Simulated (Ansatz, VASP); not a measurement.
# One calculation of Zn, two programs

The input INCAR:

```
  PREC = Accurate
  ENCUT = 520
  EDIFF = 1E-6
  ISMEAR = -1
  SIGMA = 0.1
  LREAL = False
  LASPH = True
  NELM = 80
  ALGO = Normal
  ISIF = 2
  LWAVE = False
  LCHARG = True
  GGA = RE
  LELF = True
  LVHAR = True
  NBANDS = 12
```

The input KPOINTS:

```
Automatic mesh
0
Gamma
  15 15 15
```

Contents of POSCAR:

```
Zn
1.0
    0.0000000000      2.0634848512      2.0634848512
    2.0634848512      0.0000000000      2.0634848512
    2.0634848512      2.0634848512      0.0000000000
Zn
1
Direct
    0.0000000000      0.0000000000      0.0000000000
```

Input for Ansatz:

```yaml
crystal:
  lattice:
    - [0.0, 2.0634848512, 2.0634848512]
    - [2.0634848512, 0.0, 2.0634848512]
    - [2.0634848512, 2.0634848512, 0.0]
  atoms:
    - { symbol: Zn, position: [0.0, 0.0, 0.0] }
hamiltonian:
  xc: revpbe
  pseudopotentials:
    kind: paw
    azcp:
      Zn: "pseudopotentials/Zn.paw.azcp"
basis:
  ecutwfc: 420
  fft_grid_basis: typed
kpoints:
  mp_grid: { grid: [15, 15, 15], shift: [0, 0, 0] }
magnetization:
  spin_polarized: false
scf:
  occupations: { method: fermi_dirac, width: 0.1 }
  lower_state_search: "off"
output:
  stress: true
```

Alike in both runs: task single point; functional revPBE; k mesh 15 × 15 × 15; occupations fermi-dirac, width 0.1 eV; no spin polarisation.

|  | VASP | Ansatz |
| --- | --- | --- |
| version | VASP 6.6.1 | Ansatz 0.2.0 |
| potentials or method | VASP PAW PBE potentials, release 64 (Zn) | plane waves (420 eV) with PAW, scalar-relativistic |
| plane-wave cutoff (eV) | 520 | 420 |
| valence electrons in the cell | 12 | 12 |

|  | VASP | Ansatz | Ansatz less VASP |
| --- | --- | --- | --- |
| pressure (GPa) | -5.0 | -5.1 | -0.12 |

Caveats: the PAW data sets were made with another functional, which shifts forces and pressure a little (VASP).
